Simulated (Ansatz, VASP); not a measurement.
# Cross-check of ZnIn26P27 between VASP and Ansatz, part 2 of 2

Wanted: the spread between two codes on one cell, functional and k mesh. The structure shown is the end of the VASP relaxation below.

VASP 6.6.1 and Ansatz 0.2.0.

So far: Starting point; VASP: relaxation, PBEsol.

### Step 3. Ansatz: single point, PBEsol

Level of this step: Ansatz beside VASP: Kohn-Sham DFT, plane waves, PBEsol (Ansatz).

Ansatz runs on its default PAW (the set named soft_2) files.

The same cell, functional, mesh and smearing now go to Ansatz, which takes its cutoff from its data sets.

input.yaml

```yaml
crystal:
  lattice:
    - [0.0, 8.89632073, 8.89632073]
    - [8.89632073, 0.0, 8.89632073]
    - [8.89632073, 8.89632073, 0.0]
  atoms:
    - { symbol: Zn, position: [0.99980138, 0.00079174, 0.99991581] }
    - { symbol: In, position: [0.99840071, 0.99825168, 0.33102813] }
    - { symbol: In, position: [0.9980579, 0.99798237, 0.67311554] }
    - { symbol: In, position: [0.99820818, 0.33117662, 0.99833361] }
    - { symbol: In, position: [0.99946479, 0.33347236, 0.33385409] }
    - { symbol: In, position: [0.99796437, 0.33110803, 0.67293083] }
    - { symbol: In, position: [0.99826042, 0.67262093, 0.99834062] }
    - { symbol: In, position: [0.99827082, 0.67290384, 0.33076769] }
    - { symbol: In, position: [0.99896192, 0.6670672, 0.66693434] }
    - { symbol: In, position: [0.33080259, 0.9980156, 0.99808965] }
    - { symbol: In, position: [0.33364648, 0.9994618, 0.33350277] }
    - { symbol: In, position: [0.33099311, 0.99810785, 0.67264952] }
    - { symbol: In, position: [0.33361511, 0.33326913, 0.99945687] }
    - { symbol: In, position: [0.33336915, 0.33336987, 0.33379304] }
    - { symbol: In, position: [0.33275702, 0.33275093, 0.66725151] }
    - { symbol: In, position: [0.33067944, 0.67268462, 0.99829948] }
    - { symbol: In, position: [0.33275452, 0.66725967, 0.33276945] }
    - { symbol: In, position: [0.33276976, 0.66724605, 0.66720836] }
    - { symbol: In, position: [0.67285895, 0.99794978, 0.99817416] }
    - { symbol: In, position: [0.6730902, 0.99806637, 0.33082401] }
    - { symbol: In, position: [0.66696435, 0.9989786, 0.6670015] }
    - { symbol: In, position: [0.67218415, 0.33121266, 0.99840281] }
    - { symbol: In, position: [0.66718642, 0.33279995, 0.33280354] }
    - { symbol: In, position: [0.66724953, 0.33276318, 0.6672361] }
    - { symbol: In, position: [0.6669293, 0.66712527, 0.99896282] }
    - { symbol: In, position: [0.667227, 0.66725851, 0.33276859] }
    - { symbol: In, position: [0.66698409, 0.66712127, 0.66694087] }
    - { symbol: P, position: [0.24998414, 0.25000687, 0.2500123] }
    - { symbol: P, position: [0.24917477, 0.24933524, 0.58408279] }
    - { symbol: P, position: [0.24944777, 0.24921, 0.91739447] }
    - { symbol: P, position: [0.24942782, 0.58370607, 0.24949386] }
    - { symbol: P, position: [0.24986316, 0.58336288, 0.58337893] }
    - { symbol: P, position: [0.24946488, 0.58361585, 0.91739325] }
    - { symbol: P, position: [0.24959314, 0.91740018, 0.24928539] }
    - { symbol: P, position: [0.24929343, 0.91742711, 0.5838184] }
    - { symbol: P, position: [0.23365525, 0.92204625, 0.92195322] }
    - { symbol: P, position: [0.5836982, 0.24928694, 0.24962771] }
    - { symbol: P, position: [0.58334291, 0.24989424, 0.5834117] }
    - { symbol: P, position: [0.58392806, 0.2491924, 0.917404] }
    - { symbol: P, position: [0.58336303, 0.58342079, 0.24986796] }
    - { symbol: P, position: [0.5833851, 0.58336963, 0.58337217] }
    - { symbol: P, position: [0.58240151, 0.5829716, 0.91729032] }
    - { symbol: P, position: [0.58396331, 0.91740926, 0.24938624] }
    - { symbol: P, position: [0.58268648, 0.91741828, 0.58251218] }
    - { symbol: P, position: [0.58250307, 0.917409, 0.91733841] }
    - { symbol: P, position: [0.91738621, 0.24948686, 0.24958431] }
    - { symbol: P, position: [0.91743056, 0.24921937, 0.58416094] }
    - { symbol: P, position: [0.92152332, 0.23461974, 0.92224526] }
    - { symbol: P, position: [0.91737956, 0.58380731, 0.24956638] }
    - { symbol: P, position: [0.91732026, 0.58284292, 0.58248265] }
    - { symbol: P, position: [0.9172819, 0.58290541, 0.91728287] }
    - { symbol: P, position: [0.92236773, 0.92224304, 0.23376116] }
    - { symbol: P, position: [0.91731354, 0.91737983, 0.58275162] }
    - { symbol: P, position: [0.92214028, 0.92194136, 0.9223694] }
total_charge: -1
hamiltonian:
  xc: pbesol
  pseudopotentials: { kind: paw }
kpoints:
  mp_grid: { grid: [2, 2, 2] }
scf:
  occupations: { method: gaussian, width: 0.05 }
  n_extra_bands: 17
output:
  forces: true
  eigenvalues: true
```

On the command line:

```sh
$ ansatz run input.yaml --threads 8 --pin off --max-ram 18432MiB --backend cpu --events-out ev --progress --plain --runs-dir out
```

Numbers of over 12 decimals in the logs are rounded to 6 here.

What it wrote:

```text
scf.n_extra_bands = 17 over 243 filled bands (N_el = 486.0): the run solves 260 bands
Engine: ansatz 0.2.0, aarch64-unknown-linux-gnu
Pseudopotentials: kind: paw
Pseudopotential: Zn, paw, valence charge 12, recommended cutoff 420 eV (normal), Zn.paw.azcp
Pseudopotential: In, paw, valence charge 13, recommended cutoff 420 eV (normal), In.paw.azcp
Pseudopotential: P, paw, valence charge 5, recommended cutoff 420 eV (normal), P.paw.azcp
Functional definition: PBEsol
  exchange = pbesol_x
  correlation = pbesol_c
Crystal: 54 atoms, lattice volume = 1408.190 Å³
Basis set: ecut = 420 eV, 27389 PW (Γ), exchange–correlation on 180×180×180 points (8 copies of the dense FFT grid, shifted against one another)
Bands: 260, of which v1, the nominal top of the filled ones, is band 243 counted from 1 (242 counted from 0)
Symmetry: 1 space group operations
Space group: P1 (ITA 1), of the structure as read, at distance tolerance 1.1e-4 Å
k-points: 8
Non-local potential: Zn, projectors of the file, l = 0: 2, l = 1: 2, l = 2: 3, l = 3: 1
Non-local potential: In, projectors of the file, l = 0: 2, l = 1: 2, l = 2: 2, l = 3: 2
Non-local potential: P, projectors of the file, l = 0: 2, l = 1: 2, l = 2: 2
PAW form: soft (Blöchl's): semilocal exchange-correlation on the pseudo side does not see the compensation charge
PAW frozen core: Zn, regenerated for the run's functional, and the local potential with it (the file was generated under x = pbe(κ = 0.804, μ = 0.219515), c = pbe(β = 0.066725))
PAW frozen core: In, regenerated for the run's functional, and the local potential with it (the file was generated under x = pbe(κ = 0.804, μ = 0.219515), c = pbe(β = 0.066725))
PAW frozen core: P, regenerated for the run's functional, and the local potential with it (the file was generated under x = pbe(κ = 0.804, μ = 0.219515), c = pbe(β = 0.066725))
PAW one-centre angular grid: Zn, 590 points (default); XC on 64 Gauss nodes
PAW one-centre angular grid: In, 590 points (default); XC on 64 Gauss nodes
PAW one-centre angular grid: P, 110 points (default); XC on 64 Gauss nodes
Initial density: superposition of atomic densities (neutral atoms scaled as one to the charged cell's electrons: chi_scale 0, normalization atom), corrected by the library's trained network
Initial wavefunctions: pseudopotential atomic-orbital guess
Functional: x = pbesol(κ = 0.804, μ = 0.123457), c = pbesol(β = 0.046)
SCF iter   1: F=—  HF=-166926.574714 eV  |F-HF|=—  |Δ(HF+E_count)|=         —  Δρ=7.79e-3  dr2=8.94e-1  ethr=1.77e-3  ⟨swp⟩=7.9  Hψ=9027  notcnv=0
preconditioner: auto → Resta (q_TF=auto, 2.285 Å⁻¹)  ε∞=4.4  [insulator: Δε(μ)=0.370 eV  Ē_g=11.753 eV  σ=0.050 eV  W_gap=1.00  n_scr=282 (ndim 8)  ℏωp=21.8 eV  f_vac=0.027  D(μ)=0.00/eV (n_scr^D=0)  ε∞_Penn≈4.4]
SCF iter   2: F=—  HF=-166926.287151 eV  |F-HF|=—  |Δ(HF+E_count)|=   2.88e-1  Δρ=2.75e-3  dr2=1.69e-1  ethr=1.84e-4  ⟨swp⟩=3.0  Hψ=4605  notcnv=0  defer=67
SCF iter   3: F=—  HF=-166926.246579 eV  |F-HF|=—  |Δ(HF+E_count)|=   4.06e-2  Δρ=1.55e-3  dr2=3.11e-2  ethr=3.47e-5  ⟨swp⟩=4.1  Hψ=4030  notcnv=0  defer=67
SCF iter   4: F=—  HF=-166926.237943 eV  |F-HF|=—  |Δ(HF+E_count)|=   8.64e-3  Δρ=6.54e-4  dr2=7.57e-3  ethr=6.40e-6  ⟨swp⟩=2.0  Hψ=3445  notcnv=0  defer=67
SCF iter   5: F=—  HF=-166926.239478 eV  |F-HF|=—  |Δ(HF+E_count)|=   1.54e-3  Δρ=2.05e-4  dr2=9.99e-4  ethr=1.56e-6  ⟨swp⟩=2.0  Hψ=2701  notcnv=0  defer=67
SCF iter   6: F=—  HF=-166926.240114 eV  |F-HF|=—  |Δ(HF+E_count)|=   6.36e-4  Δρ=5.14e-5  dr2=6.15e-5  ethr=2.06e-7  ⟨swp⟩=2.0  Hψ=2900  notcnv=0  defer=67
SCF iter   7: F=—  HF=-166926.240797 eV  |F-HF|=—  |Δ(HF+E_count)|=   6.83e-4  Δρ=1.83e-5  dr2=7.35e-6  ethr=1.26e-8  ⟨swp⟩=3.0  Hψ=3303  notcnv=0  defer=67
SCF iter   8: F=—  HF=-166926.240804 eV  |F-HF|=—  |Δ(HF+E_count)|=   7.56e-6  Δρ=6.49e-6  dr2=5.44e-7  ethr=1.51e-9  ⟨swp⟩=3.0  Hψ=2973  notcnv=0  defer=67
SCF iter   9: F=-166926.240805 eV  HF=-166926.240805 eV  |F-HF|=1.99e-8  |Δ(HF+E_count)|=   3.84e-7  Δρ=9.14e-7  dr2=1.54e-8  ethr=2.06e-11  ⟨swp⟩=11.6  Hψ=10547  notcnv=0
SCF 1 converged in 9 iterations: F = -166926.240805 eV  dr2 = 1.54e-8
  greatest PAW one-centre occupation: 0.981 electrons in one spin orbital (limit 2), on the In atom at site 19 (counted from 0), in its partial waves of l = 2
SCF converged after 9 iterations
Free energy (F): -166926.240805 eV
Harris-Foulkes:  -166926.240805 eV  (|F-HF|=1.99e-8)
Internal energy: -166926.240805 eV  (E = F + TS)
E sigma→0 (E₀):  -166926.240805 eV
Fermi energy:    6.603122 eV
--- Per-component energies (eV) ---
  E_band       = -1596.796352
  E_kinetic    = 8331.441519
  E_local      = -39124.779657  (includes V_loc(G=0)·N_el)
  E_nonlocal   = 11118.307522
  E_hartree    = 15426.681624
  E_xc         = -7317.179752
  E_vxc        = -4268.963742  (∫ρ·V_xc dr)
  E_paw        = -122957.505986  (= ΣΔE_a)
  E_vpaw       = -8506.160345  (= ΣTr[D̂ρ^β])
  E_aug_tail   = 0.000376  (compensation charges beyond the density's cutoff)
  E_ewald      = -32411.381864
  E_core_change = 8.175414  (= ΣΔE_core)
  E_smearing   = -0.000000  (= −TS)
  E_closure    = -0.000000  (closes the sum)
  E_deformation_potential = -12.480127  (in the stress; not in F)
  Σ components = -166926.240805   (vs F -166926.240805, Δ=0.00e0)
--- Forces (eV/Å), atoms counted from 1 ---
  atom   1  Zn    -0.00614181    -0.00326133    -0.00609436
  atom   2  In     0.00034115    -0.00455154     0.01286469
  atom   3  In     0.00010721     0.00004433     0.01791574
  atom   4  In    -0.00019390     0.01143159    -0.00311519
  atom   5  In    -0.00400553    -0.00044934     0.00097597
  atom   6  In    -0.01294943     0.00056470    -0.00082780
  atom   7  In     0.00064098     0.01154492     0.00067365
  atom   8  In    -0.01219014    -0.00169933     0.00017393
  atom   9  In     0.00561447    -0.00277481    -0.00504256
  atom  10  In     0.01613345     0.00053839     0.00142657
  atom  11  In     0.00306448    -0.00402352     0.00235341
  atom  12  In     0.00355352    -0.01614602    -0.00355923
  atom  13  In     0.00364744     0.00338820    -0.00042374
  atom  14  In    -0.00411136    -0.00252527    -0.00065935
  atom  15  In     0.00001600    -0.00149342     0.00028217
  atom  16  In     0.00061135    -0.00208864    -0.00999869
  atom  17  In    -0.00046996     0.00253352    -0.00007728
  atom  18  In    -0.00013232    -0.00003121     0.00003538
  atom  19  In     0.01697301     0.00006475     0.00288180
  atom  20  In     0.00112754    -0.01799865     0.00149462
  atom  21  In    -0.00387112     0.00497861    -0.00314284
  atom  22  In    -0.00280002     0.00105276    -0.01119528
  atom  23  In    -0.00039612     0.00088389     0.00096518
  atom  24  In     0.00053165     0.00159475     0.00029759
[...]
atom  47  P      0.00748448    -0.01139122    -0.00684463
  atom  48  P      0.07999747    -0.08667592     0.08920450
  atom  49  P      0.00399109    -0.00787096    -0.00350193
  atom  50  P      0.01130978     0.00353494    -0.00290766
  atom  51  P      0.00029293    -0.00473023    -0.00173823
  atom  52  P      0.09614375     0.09333479    -0.10133431
  atom  53  P      0.00047971    -0.00012884    -0.00829629
  atom  54  P     -0.09203596    -0.09881810    -0.09205971
  max |Σ_I F_I| component: 8.80e-7 eV/Å
--- Band table (eV; the first three rows and the last of 8) ---
  k-point 0: bands = [... 239 lower, 5.7359, 6.3991, 6.3993, 6.3995, 6.8003, 7.8018, 7.8024, 7.8027, ... 13 higher]
  k-point 1: bands = [... 239 lower, 6.0712, 6.0716, 6.1450, 6.1455, 7.6770, 7.9606, 7.9743, 8.4770, ... 13 higher]
  k-point 2: bands = [... 239 lower, 6.0715, 6.0717, 6.1448, 6.1452, 7.6765, 7.9599, 7.9737, 8.4764, ... 13 higher]
  k-point 7: bands = [... 239 lower, 6.0714, 6.0718, 6.1448, 6.1452, 7.6768, 7.9605, 7.9742, 8.4768, ... 13 higher]
```

Run time: 48 s. Hardware: 8 threads of Arm Neoverse V2, shared host; peak memory 14 GiB.

### Step 4. Comparison

Known differences besides the potentials themselves: the data sets hold 486 valence electrons in Ansatz (default PAW (the set named soft_2) files) and 226 in VASP; the cutoff is 420 eV in Ansatz and 300 eV in VASP (PREC = Normal, projectors in real space); Ansatz makes its cores anew for this functional, VASP keeps those of its PBE data sets; VASP leaves aspherical gradient terms in its spheres out (LASPH is not set), Ansatz keeps them. Total energies have different zeros and are not compared.

Both answers:

| quantity | Ansatz | VASP | difference |
| --- | --- | --- | --- |
| gap on the k mesh (eV) | 0.401 | 0.452 | -0.051 |

At this near-relaxed geometry the largest component of a force difference is 98 meV/Å. A gap on the mesh is an upper bound, since the band edges may lie between its points. VASP's last cycles still show a density residual of 5e-03, so its state may not be settled.

### Step 5. Other set-ups

Further runs change the set-up of one program: Ansatz's method, potentials or start, or VASP's data sets, cutoff or form of LDA. The table gives Ansatz less VASP for each quantity, since a change that brings one quantity closer may part another.

| run | r.m.s. force difference (meV/Å) | gap on the k mesh (eV) |
| --- | --- | --- |
| as above | 27 | -0.051 |
| cores kept as stored | 26 | -0.049 |

### Step 6. Results

| Property | Result |
| --- | --- |
| r.m.s. force difference (single point, PBEsol) | 27 meV/Å |
| difference in gap on the k mesh (single point, PBEsol) | -0.051 eV |

**Reading.** The r.m.s. force difference is 27 meV/Å (single point, PBEsol), beyond the 12 meV/Å picked in this series as the mark of a large difference. For single point, PBEsol, no further run moves any of the tabulated differences by more than a quarter of its size. 2 further runs of this series are not shown here. Such differences can come from data sets, numerical settings and the points named under the comparisons, not from the functional's error against experiment.

[Lines on the potential files, build, host, timing and source positions are cut from VASP's logs without a mark.]

[Logs are printed without paths, hosts, clocks, repeated set-up lines and the standing remarks that a program may print on its own settings, such as how far it seeks lower states.]

[Hosts, paths, dates, database ids (printed as entryN), source tags and the programs' standing remarks are cut or masked in the printed files.]
